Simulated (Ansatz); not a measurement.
A calculation with Ansatz 0.2.0 of TiAl (ASE script, structure from a POSCAR):

The input run.py:

```python
import json

import ase.io
import numpy as np

import ansatz as az

atoms = ase.io.read("POSCAR", format="vasp")

calculation = (
    az.Crystal.from_ase(atoms)
    .calculation()
    .kpoints(8, 8, 8)
    .functional("mr2scan")
    .pseudopotentials(kind="paw", source="ansatz")
    .scf(extra_bands=6)
    .occupations(method="methfessel_paxton", width=0.1)
    .density_of_states(energy_step=0.05, projected=False, nscf_kmesh=(12, 12, 12))
    .forces()
    .stress()
    .band_table(publish=True)
)
outcome = calculation.run(threads=2, events_out="events.jsonl")

report = outcome.report
for line in open("events.jsonl"):
    event = json.loads(line)
    if event["event"] == "scf_iter":
        d = event["data"]
        print(f"SCF {d['iter']:3d}  HF = {d['harris_foulkes_ev']:.6f} eV  dr2 = {d['dr2_ev']:.2e} eV")
    elif event["event"] in ("relax_step", "md_step"):
        d = event["data"]
        print(f"{event['event']} {d['step']:3d}  E = {d['lagrangian_ev']:.6f} eV")
np.set_printoptions(precision=5, suppress=True, linewidth=110)
print("converged:", report["converged"], "after", report["n_iterations"], "iterations")
print(f"free energy {report['free_energy_ev']:.6f} eV, Fermi level {report['fermi_energy_ev']:.4f} eV")
for key in ("band_edges_ev", "magnetization_mub", "site_moments_mub", "site_moments_nc_mub", "forces_ev_ang",
                "stress_gpa"):
    if report.get(key) is not None:
        print(key, np.array(report[key]), sep="\n")
```

Contents of POSCAR:

```
TiAl
1.0
    3.1790640000      0.0000000000      0.0000000000
    0.0000000000      3.1790640000      0.0000000000
    0.0000000000      0.0000000000      3.1790640000
Ti Al
1 1
Direct
    0.0000000000      0.0000000000      0.0000000000
    0.5000000000      0.5000000000      0.5000000000
```

Potentials or basis: Ansatz PAW earlier set.

Launch:

```sh
$ python run.py
```

The cell comes from a database or a generator and needn't be the stable form of this composition.

Question: Write the same calculation in another form: native input, structure typed inline.

Answer: As run:

The input input.yaml:

```yaml
crystal:
  lattice:
    - [3.179064, 0.0, 0.0]
    - [0.0, 3.179064, 0.0]
    - [0.0, 0.0, 3.179064]
  atoms:
    - { symbol: Ti, position: [0.0, 0.0, 0.0] }
    - { symbol: Al, position: [0.5, 0.5, 0.5] }
hamiltonian:
  xc: mr2scan
  pseudopotentials: { kind: paw, source: ansatz }
kpoints:
  mp_grid: { grid: [8, 8, 8] }
scf:
  occupations: { method: methfessel_paxton, width: 0.1 }
  n_extra_bands: 6
output:
  forces: true
  stress: true
  eigenvalues: true
  dos: { projected: false, de: 0.05, nscf_kmesh: { grid: [12, 12, 12] } }
  write_density: true
  write_potential: true
  elf: true
  volumetric_format: npy
```

Potentials or basis: Ansatz PAW earlier set.

The run is started by

```console
$ ansatz run input.yaml --threads 2 --pin off --max-ram 5120MiB --backend cpu --events-out ev --progress --plain --runs-dir out
```

Both were run:

|  | ASE script, structure from a POSCAR | native input, structure typed inline |
| --- | --- | --- |
| Pressure | -0.6 GPa | -0.6 GPa |
| Band gap on the k mesh | none (metal or under the smearing width) | none (metal or under the smearing width) |
| Density of states at the Fermi level | 2.30 states/eV per cell | 2.30 states/eV per cell |

Keys that steer only the numerical path or the files written may differ.

Caveat: the PAW data sets come from PBE, with cores solved anew for the run's functional, which leaves a small shift of forces and pressure.
